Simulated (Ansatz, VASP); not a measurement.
# Ru in VASP and in Ansatz

INCAR

```
  ALGO = Normal
  EDIFF = 1E-8
  ENCUT = 520
  GGA = PE
  ISIF = 2
  ISMEAR = -1
  LASPH = True
  LCHARG = False
  LEFG = True
  LREAL = False
  LWAVE = False
  NBANDS = 21
  NELM = 60
  PREC = Accurate
  SIGMA = 0.03
```

Contents of KPOINTS:

```
k-points
0
Gamma
  14 14 8
```

The input POSCAR:

```
Ru
1.0
    2.7147887668      0.0000000000      0.0000000000
   -1.3573943834      2.3510760380      0.0000000000
    0.0000000000      0.0000000000      4.2961256859
Ru
2
Direct
    0.3333333333      0.6666666667      0.2500000000
    0.6666666667      0.3333333333      0.7500000000
```

Input for Ansatz:

```yaml
crystal:
  lattice:
    - [2.7147887668, 0.0, 0.0]
    - [-1.3573943834, 2.351076038, 0.0]
    - [0.0, 0.0, 4.2961256859]
  atoms:
    - { symbol: Ru, position: [0.3333333333, 0.6666666667, 0.25] }
    - { symbol: Ru, position: [0.6666666667, 0.3333333333, 0.75] }
kpoints:
  mp_grid: { grid: [14, 14, 8] }
scf:
  occupations: { method: fermi_dirac, width: 0.03 }
hamiltonian:
  xc: pbe
  pseudopotentials: { kind: all_electron, datasets: crystal }
output:
  forces: true
  stress: true
  eigenvalues: true
  efg: { contact_densities: true }
```

Change from the starting cell: volume scaled by 1.01, crystal datasets.

Alike in both runs: task electric field gradients; functional PBE; k mesh 14 × 14 × 8; occupations fermi-dirac, width 0.03 eV; no spin polarisation.

|  | VASP | Ansatz |
| --- | --- | --- |
| version | VASP 6.6.1 | Ansatz 0.2.0 |
| potentials or method | VASP PAW PBE potentials, release 64 (Ru_pv) | all-electron PAW with datasets made for the crystal, scalar-relativistic |
| plane-wave cutoff (eV) | 520 | see its input |

```csv
,VASP,Ansatz,Ansatz less VASP
pressure (GPa),1.2,1.2,+0.03
largest component of the traceless stress (GPa),1.19,1.22,+0.034
Vzz of the field gradient on the site that differs most (V/Å²),-12.7,-9.9,+2.73
```

Ansatz ran all-electron here, so the differences hold the error of VASP's frozen core and of both bases. Ansatz warned: «gradients_without_spin_orbit».
